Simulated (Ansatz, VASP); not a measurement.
## One calculation of Na2F, two programs

```xyz
3
Lattice="3.3735 0.0000 0.0000 0.0000 3.3735 0.0000 0.0000 0.0000 5.3130" Properties=species:S:1:pos:R:3 pbc="T T T"
Na    0.0000    0.0000    0.0000
Na    1.6867    1.6867    2.6565
F     0.0000    0.0000    2.6565
```

Change from the starting cell: ordered vacancies on the anion sites of rock salt (P4/mmm, No. 123).

Alike in both runs: functional PBE; k mesh 14 × 14 × 10; occupations gaussian, width 0.1 eV; no spin polarisation.

Ansatz relaxed the structure, and its values are those at the end. VASP's run is a single point on that final structure, the one shown.

```csv
,VASP,Ansatz
version,VASP 6.6.1,Ansatz 0.2.0
potentials or method,"VASP PAW PBE potentials, release 64 (Na_pv, F)","scalar-relativistic, plane waves, PAW"
plane-wave cutoff (eV),520,420
valence electrons in the cell,21,25
```

Ansatz gave:

```
gap on the k mesh at the Fermi level (eV) : none
pressure (GPa)                            : 0.0
```

**Question.** Estimate VASP's values.

**Answer.** gap on the k mesh at the Fermi level (eV): none; pressure (GPa): -0.1.

A gap of «none» marks a metal or a gap that the smearing closes. The functional is the same, so the differences come from potentials, cutoffs and numerics. The two sets of potentials don't hold the same shells in valence.

Caveats: an odd number of electrons without spin polarisation forces a metal; a magnetic or distorted state may lie lower.
